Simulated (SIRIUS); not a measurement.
# As (P-1) in SIRIUS: convergence with density cutoff

Aim: find how far density cutoff must go before the results for As settle, at LDA. This setting moves, with any that are tied to it; all else stays.

Everything below comes from runs of SIRIUS 7.10.0. Logs are shortened: lines on timing, memory, paths and dates and some standing lists are left out, and cuts for length are marked. The log counts tension as positive stress, the text compression.

### Step 1. The cell of the first run

The typed cell holds 2 atoms: a = 4.131 Å, b = 4.131 Å, c = 4.131 Å, α = 54.17°, β = 54.17°, γ = 54.17°.

The cell isn't the ideal one: atoms moved at random, drawn with an rms of 0.02 Å.

### Step 2. With density cutoff 2666.7 eV

File sirius.json:

```json
{
  "control": {
    "processing_unit": "cpu",
    "verbosity": 2,
    "num_bands_to_print": 11,
    "print_forces": true,
    "print_stress": true
  },
  "parameters": {
    "electronic_structure_method": "pseudopotential",
    "xc_functionals": ["XC_LDA_X", "XC_LDA_C_PW"],
    "gk_cutoff": 6.4,
    "pw_cutoff": 14.0,
    "ngridk": [6, 6, 6],
    "shiftk": [0, 0, 0],
    "smearing": "fermi_dirac",
    "smearing_width": 0.0018374661,
    "num_bands": 11,
    "num_mag_dims": 0,
    "num_dft_iter": 100,
    "energy_tol": 1e-08,
    "density_tol": 1e-06
  },
  "iterative_solver": {
    "type": "davidson",
    "min_tolerance": 1e-10
  },
  "mixer": {
    "type": "anderson",
    "beta": 0.7,
    "max_history": 8
  },
  "settings": {
    "tol_ne": 1e-10
  },
  "unit_cell": {
    "lattice_vectors": [
      [3.554191034589, 2.052013150466, 6.640614754561],
      [-3.554191034589, 2.052013150466, 6.640614754561],
      [0.0, -4.104026301121, 6.640614754561]
    ],
    "atom_coordinate_units": "lattice",
    "atom_types": ["As"],
    "atom_files": {
      "As": "As.json"
    },
    "atoms": {
      "As": [
        [0.220478, 0.225767, 0.227007],
        [0.777366, 0.771611, 0.771366]
      ]
    }
  }
}
```

Potentials or basis: GBRV 1.5 LDA (ultrasoft).

Run with:

```console
$ upf_to_json as_lda_v1.uspp.F.UPF
$ OMP_NUM_THREADS=1 sirius.scf --input=sirius.json --output=out.json --task=0
```

What it wrote:

```text
[info] SIRIUS version : 7.10.0
[info] number of MPI ranks           : 1
[info] MPI grid                      : 1 1
[info] maximum number of OMP threads : 1
[fft] FFT context for density and potential
[fft] =====================================
[fft]   comm size                             : 1
[fft]   plane wave cutoff                     : 14
[fft]   grid size                             : 40 40 40   total : 64000
[fft]   grid limits                           : -19 20   -19 20   -19 20
[fft]   number of G-vectors within the cutoff : 6741
[fft]   local number of G-vectors             : 6741
[fft]   number of G-shells                    : 1293
[fft] FFT context for coarse grid
[fft] =====================================
[fft]   comm size                             : 1
[fft]   plane wave cutoff                     : 12.8
[fft]   grid size                             : 36 36 36   total : 46656
[fft]   grid limits                           : -17 18   -17 18   -17 18
[fft]   number of G-vectors within the cutoff : 5138
[fft]   local number of G-vectors             : 5138
[fft]   number of G-shells                    : 998
[unit cell] lattice vectors
[unit cell]   a1 :       3.5541910346      2.0520131505      6.6406147546
[unit cell]   a2 :      -3.5541910346      2.0520131505      6.6406147546
[unit cell]   a3 :       0.0000000000     -4.1040263011      6.6406147546
[unit cell] reciprocal lattice vectors
[unit cell]   b1 :       0.8839121541      0.5103269201      0.3153917491
[unit cell]   b2 :      -0.8839121541      0.5103269201      0.3153917491
[unit cell]   b3 :      -0.0000000000     -1.0206538403      0.3153917491
[unit cell] unit cell volume :       290.58985156 [a.u.^3]
[unit cell] 1/sqrt(omega)    :         0.05866239
[unit cell] MT volume        :         0.00000000 ( 0.00%)
[unit cell] IT volume        :       290.58985156 (100.00%)
[... 418 lines left out ...]
[find] Total energy                   :     -39.81537082 (Ha),     -79.63074165 (Ry)
[find] Free energy (E-TS)             :     -39.81544154 (Ha),     -79.63088308 (Ry)
[find] band gap (eV)                  :       0.00000000
[find] Efermi                         :       0.26718918
[ground_state] === stress tensor components [kbar] ===
[ground_state] === stress_kin ===
[ground_state] -2894.465300   -5.407501   -0.322403
[ground_state]    -5.407501-2886.633079   -0.185835
[ground_state]    -0.322403   -0.185835-2995.269962
[ground_state] === stress_har ===
[ground_state]  -319.994743    5.306869   -0.172893
[ground_state]     5.306869 -327.691733   -0.194435
[ground_state]    -0.172893   -0.194435  -98.812057
[ground_state] === stress_ewald ===
[ground_state]  4252.287479   38.970695  -17.700359
[ground_state]    38.970695 4195.458287  -13.461339
[ground_state]   -17.700359  -13.461339 5005.370157
[ground_state] === stress_vloc ===
[ground_state] -8665.925078  -33.217342    7.063955
[ground_state]   -33.217342-8617.667152    5.569119
[ground_state]     7.063955    5.569119-9565.116093
[ground_state] === stress_xc ===
[ground_state] -26393.610539    0.000000    0.000000
[ground_state]     0.000000-26393.610539   -0.000000
[ground_state]     0.000000   -0.000000-26393.610539
[ground_state] === stress_core ===
[ground_state] 28173.914143   -0.688591    0.870917
[ground_state]    -0.68859128174.930729    0.650976
[ground_state]     0.870917    0.65097628176.210409
[ground_state] === stress_nonloc ===
[ground_state]  7627.583235   -3.365679    6.272759
[ground_state]    -3.365679 7632.593656    4.677477
[ground_state]     6.272759    4.677477 7672.355650
[ground_state] === stress_us ===
[ground_state] -1775.065725    0.566190   -1.330422
[ground_state]     0.566190-1775.910981   -0.986998
[ground_state]    -1.330422   -0.986998-1786.646010
[ground_state] === stress_us_nl ===
[ground_state]  5852.517510   -2.799489    4.942337
[ground_state]    -2.799489 5856.682675    3.690479
[ground_state]     4.942337    3.690479 5885.709640
[ground_state] === stress_total ===
[ground_state]     4.723471    2.164641   -5.318446
[ground_state]     2.164641    1.469188   -3.931034
[ground_state]    -5.318446   -3.931034   14.481554
[ground_state] ==== total Forces in Ha/bohr =====
[ground_state] atom:    0, force:       0.0021572      0.0016158      0.0064966
[ground_state] atom:    1, force:      -0.0021572     -0.0016158     -0.0064966
[ground_state] ==== ultrasoft contribution from Qij =====
[ground_state] atom:    0, force:      -0.0007578     -0.0005463     -0.0595566
[ground_state] atom:    1, force:       0.0007578      0.0005463      0.0595566
[ground_state] ==== non-local contribution from Beta-projector =====
[ground_state] atom:    0, force:       0.0015936      0.0011078      0.2062290
[ground_state] atom:    1, force:      -0.0015936     -0.0011078     -0.2062290
[ground_state] ==== contribution from local potential =====
[ground_state] atom:    0, force:      -0.0130912     -0.0096269     -0.5816053
[ground_state] atom:    1, force:       0.0130912      0.0096269      0.5816053
[ground_state] ==== contribution from core density =====
[ground_state] atom:    0, force:      -0.0000833     -0.0000696      0.0122910
[ground_state] atom:    1, force:       0.0000833      0.0000696     -0.0122910
[ground_state] ==== Ewald forces from ions =====
[ground_state] atom:    0, force:       0.0144957      0.0107509      0.4291391
[ground_state] atom:    1, force:      -0.0144957     -0.0107509     -0.4291391
[~DFT_ground_state] local op. applied: 64023
[~DFT_ground_state] evp. work count: 26137
[~DFT_ground_state] number of iterative solver steps: 7403
```

It took 70 s on 1 thread of Arm Neoverse V1, shared host; peak memory 0.38 GiB.

Results:

- Free energy: -1083.4334 eV
- Pressure: -0.7 GPa
- Largest force: 0.362 eV/Å
- Band gap on the k mesh: none (metal or under the smearing width)

### Step 3. With density cutoff 3483.1 eV

Changes to sirius.json since step 2:

```diff
@@ -12,3 +12,3 @@
     "gk_cutoff": 6.4,
-    "pw_cutoff": 14.0,
+    "pw_cutoff": 16.0,
     "ngridk": [6, 6, 6],
```

Potentials or basis: GBRV 1.5 LDA (ultrasoft).

Run with:

```console
$ upf_to_json as_lda_v1.uspp.F.UPF
$ OMP_NUM_THREADS=1 sirius.scf --input=sirius.json --output=out.json --task=0
```

Wall time 71 s (1 thread of Arm Neoverse V1, shared host); peak memory 0.41 GiB.

Results:

```yaml
Free_energy: -1083.4328 eV
Pressure: -0.7 GPa
Largest_force: 0.367 eV/Å
Band_gap_on_the_k_mesh: none (metal or under the smearing width)
```

### Step 4. With density cutoff 4408.2 eV

Changes to sirius.json since step 3:

```diff
@@ -12,3 +12,3 @@
     "gk_cutoff": 6.4,
-    "pw_cutoff": 16.0,
+    "pw_cutoff": 18.0,
     "ngridk": [6, 6, 6],
```

Run with:

```console
$ upf_to_json as_lda_v1.uspp.F.UPF
$ OMP_NUM_THREADS=1 sirius.scf --input=sirius.json --output=out.json --task=0
```

Wall time 72 s (1 thread of Arm Neoverse V1, shared host); peak memory 0.44 GiB.

The run converged. Its results:

```
Free energy            : -1083.4325 eV
Pressure               : -0.7 GPa
Largest force          : 0.362 eV/Å
Band gap on the k mesh : none (metal or under the smearing width)
```

### Step 5. With density cutoff 5442.3 eV

Changes to sirius.json since step 4:

```diff
@@ -12,3 +12,3 @@
     "gk_cutoff": 6.4,
-    "pw_cutoff": 18.0,
+    "pw_cutoff": 20.0,
     "ngridk": [6, 6, 6],
@@ -37,6 +37,7 @@
     "lattice_vectors": [
-      [3.554191034589, 2.052013150466, 6.640614754561],
-      [-3.554191034589, 2.052013150466, 6.640614754561],
-      [0.0, -4.104026301121, 6.640614754561]
+      [0.455288525467, 0.262860952724, 0.850656498307],
+      [-0.455288525467, 0.262860952724, 0.850656498307],
+      [0.0, -0.525721905472, 0.850656498307]
     ],
+    "lattice_vectors_scale": 7.8064586208,
     "atom_coordinate_units": "lattice",
```

Run with:

```console
$ upf_to_json as_lda_v1.uspp.F.UPF
$ OMP_NUM_THREADS=1 sirius.scf --input=sirius.json --output=out.json --task=0
```

Wall time 73 s (1 thread of Arm Neoverse V1, shared host); peak memory 0.49 GiB.

The run converged. Its results:

```yaml
Free_energy: -1083.4325 eV
Pressure: -0.7 GPa
Largest_force: 0.362 eV/Å
Band_gap_on_the_k_mesh: none (metal or under the smearing width)
```

### Step 6. With density cutoff 7197.4 eV

Changes to sirius.json since step 5:

```diff
@@ -12,3 +12,3 @@
     "gk_cutoff": 6.4,
-    "pw_cutoff": 20.0,
+    "pw_cutoff": 23.0,
     "ngridk": [6, 6, 6],
@@ -37,7 +37,6 @@
     "lattice_vectors": [
-      [0.455288525467, 0.262860952724, 0.850656498307],
-      [-0.455288525467, 0.262860952724, 0.850656498307],
-      [0.0, -0.525721905472, 0.850656498307]
+      [3.554191034589, 2.052013150466, 6.640614754561],
+      [-3.554191034589, 2.052013150466, 6.640614754561],
+      [0.0, -4.104026301121, 6.640614754561]
     ],
-    "lattice_vectors_scale": 7.8064586208,
     "atom_coordinate_units": "lattice",
```

Potentials or basis: GBRV 1.5 LDA (ultrasoft).

Run with:

```console
$ upf_to_json as_lda_v1.uspp.F.UPF
$ OMP_NUM_THREADS=1 sirius.scf --input=sirius.json --output=out.json --task=0
```

Run time: 76 s. Hardware: 1 thread of Arm Neoverse V1, shared host; peak memory 0.56 GiB.

The run converged. Its results:

- Free energy: -1083.4325 eV
- Pressure: -0.7 GPa
- Largest force: 0.368 eV/Å
- Band gap on the k mesh: none (metal or under the smearing width)

### Step 7. With density cutoff 9197.4 eV

Changes to sirius.json since step 6:

```diff
@@ -12,3 +12,3 @@
     "gk_cutoff": 6.4,
-    "pw_cutoff": 23.0,
+    "pw_cutoff": 26.0,
     "ngridk": [6, 6, 6],
```

Run with:

```console
$ upf_to_json as_lda_v1.uspp.F.UPF
$ OMP_NUM_THREADS=1 sirius.scf --input=sirius.json --output=out.json --task=0
```

Wall time 78 s (1 thread of Arm Neoverse V1, shared host); peak memory 0.69 GiB.

The run converged. Its results:

```yaml
Free_energy: -1083.4326 eV
Pressure: -0.7 GPa
Largest_force: 0.359 eV/Å
Band_gap_on_the_k_mesh: none (metal or under the smearing width)
```

### Step 8. With density cutoff 12245.1 eV

Changes to sirius.json since step 7:

```diff
@@ -12,3 +12,3 @@
     "gk_cutoff": 6.4,
-    "pw_cutoff": 26.0,
+    "pw_cutoff": 30.0,
     "ngridk": [6, 6, 6],
```

Run with:

```console
$ upf_to_json as_lda_v1.uspp.F.UPF
$ OMP_NUM_THREADS=1 sirius.scf --input=sirius.json --output=out.json --task=0
```

Run time: 82 s. Hardware: 1 thread of Arm Neoverse V1, shared host; peak memory 0.86 GiB.

Results (log left out):

| Item | Value |
| --- | --- |
| Free energy | -1083.4326 eV |
| Pressure | -0.7 GPa |
| Largest force | 0.359 eV/Å |
| Band gap on the k mesh | none (metal or under the smearing width) |

### Step 9. Result

```tsv
density cutoff	energy less the tightest run, at zero smearing (meV/atom)	largest force (eV/Å)	SCF cycles	CPU time (s)	peak memory (GiB)
2666.7 eV	-0.40	0.362	21	70	0.38
3483.1 eV	-0.10	0.367	21	71	0.41
4408.2 eV	0.01	0.362	21	72	0.44
5442.3 eV	0.02	0.362	21	73	0.49
7197.4 eV	0.00	0.368	21	76	0.56
9197.4 eV	-0.01	0.359	21	78	0.69
12245.1 eV	0.00	0.359	21	82	0.86
```

Against the tightest run, the energy stays within 1 meV/atom from 2666.7 eV on; the largest force stays within 0.005 eV/Å from 9197.4 eV on. The tightest run that finished is the yardstick and may itself not be fully converged.
